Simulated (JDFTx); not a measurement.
# ZrS2 under changes of volume

One of the cells (23.763 Å³/atom); the others are scaled copies at fixed shape and fractional positions:

```
Zr S
1.0
     3.69138    0.00000    0.00000
    -1.84569    3.19683    0.00000
     0.00000    0.00000    6.04108
Zr S
1 2
Cartesian
  0.0000 0.0000 0.0000
  0.0000 2.1312 1.4372
  1.8457 1.0656 4.6038
```

The cell is a database's computed one.

| Property | Result |
| --- | --- |
| Program | JDFTx 1.7.0 (patched build) |
| Functional | PBE |
| Potentials or basis | PseudoDojo-SR-PBE-0.5-standard |
| Cutoff | 898 eV |
| Density cutoff | 7184 eV |
| k mesh | 8 × 8 × 5 |
| Occupations | fermi-dirac, width 0.05 eV |
| Spin | no spin polarisation |

```tsv
volume (Å³/atom)	energy over the lowest point (meV/atom)	pressure (GPa)	gap on the mesh (eV)	largest force (eV/Å)
22.337	31.27	6.8	1.01	0.821
22.813	14.54	4.5	1.03	0.546
23.288	4.32	2.4	1.04	0.290
23.763	0.00	0.5	1.05	0.053
24.238	1.00	-1.2	1.06	0.167
24.714	6.82	-2.7	1.07	0.372
25.189	?	?	?	?
```

Task: What does the run at 25.189 Å³/atom give?

Result: Energy over the lowest point 16.99 meV/atom; pressure -4.1 GPa; gap on the mesh 1.07 eV; largest force 0.563 eV/Å.

Worked out: A Birch-Murnaghan fit of order 3 (a polynomial in V^(-2/3)) to the other rows has its minimum at 23.91 Å³/atom with B0 = V·E''(V) = 88 GPa and B' = 4.0 at fixed shape and positions, which overstates the stiffness. It gives 17.01 meV/atom at 25.189 Å³/atom, against the run's 16.99, and -dE/dV = -4.1 GPa, against -4.1. A straight line through the other rows of the gap, of slope 0.566 eV per unit of ln V, extrapolates to 1.08 eV, against the run's 1.07.

Energies are extrapolated to zero smearing.

Caveats: an odd mesh through Γ misses points on the zone boundary, where band edges often lie; this functional lacks dispersion, which binds the layers, so the pressure and a relaxed spacing across them are unreliable. Spin-orbit coupling on Zr is left out.
